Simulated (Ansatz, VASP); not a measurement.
**MgB2: VASP beside Ansatz**

INCAR

```
ALGO = Normal
EDIFF = 1E-8
ENCUT = 520
GGA = PE
ISIF = 2
ISMEAR = -1
LASPH = T
LCHARG = F
LEFG = T
LREAL = F
LWAVE = F
NBANDS = 11
NELM = 80
PREC = Accurate
SIGMA = 0.05
```

File KPOINTS:

```
k-points
0
Gamma
  15 15 12
```

Contents of POSCAR:

```
MgB2
1.0
    3.0850007055      0.0000000000      0.0000000000
   -1.5425003528      2.6716889817      0.0000000000
    0.0000000000      0.0000000000      3.5230000000
Mg B
1 2
Direct
    0.0000000000      0.0000000000      0.0000000000
    0.3333333333      0.6666666667      0.5000000000
    0.6666666667      0.3333333333      0.5000000000
```

Input for Ansatz:

```yaml
crystal:
  lattice:
    - [3.0850007055, 0.0, 0.0]
    - [-1.5425003528, 2.6716889817, 0.0]
    - [0.0, 0.0, 3.523]
  atoms:
    - { symbol: Mg, position: [0.0, 0.0, 0.0] }
    - { symbol: B, position: [0.3333333333, 0.6666666667, 0.5] }
    - { symbol: B, position: [0.6666666667, 0.3333333333, 0.5] }
kpoints:
  mp_grid: { grid: [15, 15, 12] }
  band_path:
    path:
      - [0.0, 0.0, 0.0]
      - [0.5, 0.0, 0.0]
      - [0.3333333333, 0.3333333333, 0.0]
      - [0.0, 0.0, 0.0]
      - [0.0, 0.0, 0.5]
      - [0.5, 0.0, 0.5]
      - [0.3333333333, 0.3333333333, 0.5]
      - [0.0, 0.0, 0.5]
      - [0.5, 0.0, 0.5]
    npoints: 14
scf:
  occupations: { method: fermi_dirac, width: 0.05 }
hamiltonian:
  xc: pbe
  pseudopotentials: { kind: paw }
output:
  forces: true
  stress: true
  eigenvalues: true
  efg: { contact_densities: true }
  populations: true
  bader: true
  dos: { projected: true, de: 0.2, e_range: [-14, 8] }
  write_density: true
  write_potential: true
  elf: true
  volumetric_format: npy
```

Alike in both runs: task electric field gradients; functional PBE; k mesh 15 × 15 × 12; occupations fermi-dirac, width 0.05 eV; no spin polarisation.

```csv
,VASP,Ansatz
version,VASP 6.6.1,Ansatz 0.2.0
potentials or method,"VASP PAW PBE potentials, release 64 (Mg, B)","PAW with Ansatz's default frozen-core files, scalar-relativistic"
plane-wave cutoff (eV),520,420
valence electrons in the cell,8,16
```

VASP gave:

* pressure (GPa): -1.3
* largest component of the traceless stress (GPa): 1.16
* Vzz of the field gradient on the site that differs most (V/Å²): -0.4

Q: Which values does Ansatz return?

A: Pressure (GPa): -1.0; largest component of the traceless stress (GPa): 1.28; Vzz of the field gradient on the site that differs most (V/Å²): -3.1.

The two sets of potentials don't hold the same shells in valence.
